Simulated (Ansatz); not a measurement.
Geometry optimisation, Ansatz 0.2.0, DFT PBEsol, scalar-relativistic, plane waves, PAW.

Input:

```yaml
crystal:
  lattice:
    - [0.0, 5.084245, 5.084245]
    - [5.084245, 0.0, 5.084245]
    - [5.084245, 5.084245, 0.0]
  atoms:
    - { symbol: Li, position: [0.0, 0.0, 0.0] }
    - { symbol: Cl, position: [0.25, 0.25, 0.25] }
    - { symbol: Li, position: [0.0, 0.0, 0.5] }
    - { symbol: Cl, position: [0.25, 0.25, 0.75] }
    - { symbol: Li, position: [0.0, 0.5, 0.0] }
    - { symbol: Cl, position: [0.25, 0.75, 0.25] }
    - { symbol: Li, position: [0.0, 0.5, 0.5] }
    - { symbol: Cl, position: [0.25, 0.75, 0.75] }
    - { symbol: Li, position: [0.5, 0.0, 0.0] }
    - { symbol: Cl, position: [0.75, 0.25, 0.25] }
    - { symbol: Li, position: [0.5, 0.0, 0.5] }
    - { symbol: Cl, position: [0.75, 0.25, 0.75] }
    - { symbol: Li, position: [0.5, 0.5, 0.0] }
    - { symbol: Cl, position: [0.75, 0.75, 0.25] }
    - { symbol: Li, position: [0.5, 0.5, 0.5] }
    - { symbol: Cl, position: [0.75, 0.75, 0.75] }
    - { symbol: H, position: [0.3743726, 0.3703588, 0.3820265], spin: 1.0 }
magnetization:
  spin_polarized: true
basis:
  ecutwfc: 420.0
kpoints:
  mp_grid: { grid: [2, 2, 2] }
hamiltonian:
  xc: pbesol
scf:
  occupations: { method: gaussian, width: 0.02 }
  lower_state_search: "off"
relax:
  f_tol: 0.03
  max_steps: 60
  adjacent_minimum: "off"
output:
  write_density: true
  write_potential: true
  elf: true
  volumetric_format: npy
```

Run as:

```bash
$ ansatz run input.yaml --threads 2 --pin off --max-ram 5120MiB --backend cpu --events-out ev --progress --plain --runs-dir out
```

Task: Where does it end, and by what steps?

Result: It converged. Limits of this set-up: coarse k mesh. After 3 steps the energy has fallen by 0.143 eV; Cl4 moved furthest, 0.11 Å.

```json
{"step": "0", "energy less start (eV)": "0.0000", "largest force component (eV/Å)": "0.418", "accepted": "yes"}
{"step": "1", "energy less start (eV)": "-0.0650", "largest force component (eV/Å)": "0.247", "accepted": "yes"}
{"step": "2", "energy less start (eV)": "-0.1425", "largest force component (eV/Å)": "0.033", "accepted": "yes"}
{"step": "3", "energy less start (eV)": "-0.1434", "largest force component (eV/Å)": "0.012", "accepted": "yes"}
```

```xyz
17
Lattice="0.0000 5.0842 5.0842 5.0842 0.0000 5.0842 5.0842 5.0842 0.0000" Properties=species:S:1:pos:R:3
Li -0.018 -0.016 -0.020
Cl 2.482 2.482 2.481
Li 2.559 2.561 -0.018
Cl 5.149 5.149 2.477
Li 2.562 -0.017 2.559
Cl 5.144 2.483 5.143
Li 5.065 2.563 2.560
Cl 7.623 5.089 5.087
Li -0.017 2.563 2.558
Cl 2.481 5.146 5.145
Li 2.562 5.066 2.561
Cl 5.088 7.624 5.087
Li 2.562 2.563 5.064
Cl 5.089 5.090 7.621
Li 5.065 5.066 5.063
Cl 7.623 7.624 7.622
H 3.816 3.821 3.807
```

Whether the end is a true minimum wasn't checked by a vibrational analysis.

The run took 27 s on 2 threads of Arm Neoverse V2, on a shared host, peak memory 0.65 GiB.
